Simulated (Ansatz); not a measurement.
# BaTiO3 (Amm2), zone-centre modes

Computed with DFT r2SCAN+U, scalar-relativistic, plane waves, PAW (Ansatz). The runs took a 500 eV cutoff, a Γ-centred 6×4×4 mesh and Gaussian smearing (0.05 eV). U_eff on d shells: Ti 4 eV. No spin polarisation.

The starting cell (relaxed at this level; it needn't be the usual structure):

```yaml
crystal:
  lattice:
    - [0.00000, -2.84248, -2.84801]
    - [-3.99514, 2.84248, -2.84801]
    - [3.99514, 2.84248, -2.84801]
  atoms:
    - { symbol: Ba, position: [0.99559, 0.99780, 0.99780] }
    - { symbol: Ba, position: [0.99559, 0.49780, 0.49780] }
    - { symbol: Ti, position: [0.48642, 0.99321, 0.49321] }
    - { symbol: Ti, position: [0.48642, 0.49321, 0.99321] }
    - { symbol: O, position: [0.50529, 0.75264, 0.75264] }
    - { symbol: O, position: [0.50529, 0.25264, 0.25264] }
    - { symbol: O, position: [0.50457, 0.75595, 0.25595] }
    - { symbol: O, position: [0.50457, 0.25595, 0.75595] }
    - { symbol: O, position: [0.01191, 0.00228, 0.50228] }
    - { symbol: O, position: [0.01191, 0.50228, 0.00228] }
```

Harmonic modes by finite displacements of 0.02 Å, without the LO–TO term. The cell doubles the primitive one, so its zone centre also holds the primitive cell's point q = (1/2, 0, 1/2).

(1) At this geometry, is the structure stable against these modes?

(2) List the wavenumbers in cm⁻¹.

Results:

(1) No: 1 mode is unstable, the strongest at 35i cm⁻¹.

(2) 35i, 0, 0, 0, 108, 109, 109, 159, 173, 177, 180, 184, 202, 218, 268, 282, 293, 298, 298, 345, 350, 379, 395, 450, 472, 473, 475, 492, 494, 731.

Cost: 1 run of about 13 core-minutes, on AMD EPYC 9R45 (Zen 5) (shared hosts).